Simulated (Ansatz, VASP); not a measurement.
# BeTe: VASP beside Ansatz

INCAR

```
SYSTEM = BeTe
PREC     = Accurate       ! precision mode
ENCUT    = 520            ! plane-wave cutoff, eV
EDIFF    = 1E-6           ! SCF threshold, eV
ISMEAR   = 0              ! smearing method
SIGMA    = 0.05           ! smearing width, eV
LREAL    = .False.        ! projectors in reciprocal space
LASPH    = .True.         ! aspherical terms in the spheres
NELM     = 80             ! most SCF steps
ALGO     = Normal         ! electronic algorithm
ISIF     = 2              ! what is computed and relaxed
LWAVE    = .False.        ! write WAVECAR
LCHARG   = .False.        ! write CHGCAR
NBANDS   = 11             ! bands
```

The input KPOINTS:

```
regular mesh
0
Gamma
  8 8 8
  0 0 0
```

File POSCAR:

```
BeTe
1.0
    0.0000000000      2.8808000000      2.5484000000
    2.8808000000      0.0000000000      2.5484000000
    2.8808000000      2.8808000000      0.0000000000
Be Te
1 1
Direct
    0.0000000000      0.0000000000      0.0000000000
    0.7500000000      0.7500000000      0.7500000000
```

Input for Ansatz:

```yaml
crystal:
  lattice:
    - [0.0, 2.8808, 2.5484]
    - [2.8808, 0.0, 2.5484]
    - [2.8808, 2.8808, 0.0]
  atoms:
    - { symbol: Be, position: [0.0, 0.0, 0.0] }
    - { symbol: Te, position: [0.75, 0.75, 0.75] }
basis:
  ecutwfc: 420
kpoints:
  mp_grid: { grid: [8, 8, 8] }
hamiltonian:
  xc: lda
scf:
  occupations: { method: gaussian, width: 0.05 }
output:
  forces: true
  stress: true
  eigenvalues: true
```

Change from the starting cell: strain +0.040 along x and y, -0.080 along z, atoms carried along.

Alike in both runs: task single point; functional LDA; k mesh 8 × 8 × 8; occupations gaussian, width 0.05 eV; no spin polarisation.

```csv
,VASP,Ansatz
version,VASP 6.6.1,Ansatz 0.2.0
potentials or method,"VASP PAW LDA potentials, release 64 (Be, Te)","scalar-relativistic, plane waves, PAW"
plane-wave cutoff (eV),520,420
valence electrons in the cell,8,18
```

VASP gave:

| Quantity | Value |
| --- | --- |
| gap on the k mesh at the Fermi level (eV) | 0.87 |
| least direct gap on the mesh (eV) | 3.10 |
| pressure (GPa) | 1.0 |
| largest component of the traceless stress (GPa) | 3.99 |

Task: Which values does Ansatz return?

Result: gap on the k mesh at the Fermi level (eV): 0.90; least direct gap on the mesh (eV): 3.14; pressure (GPa): 0.7; largest component of the traceless stress (GPa): 4.01.

The two sets of potentials don't hold the same shells in valence.

Caveats: spin-orbit coupling is left out, which moves the levels of the heavy elements. A k mesh can miss the band edges.
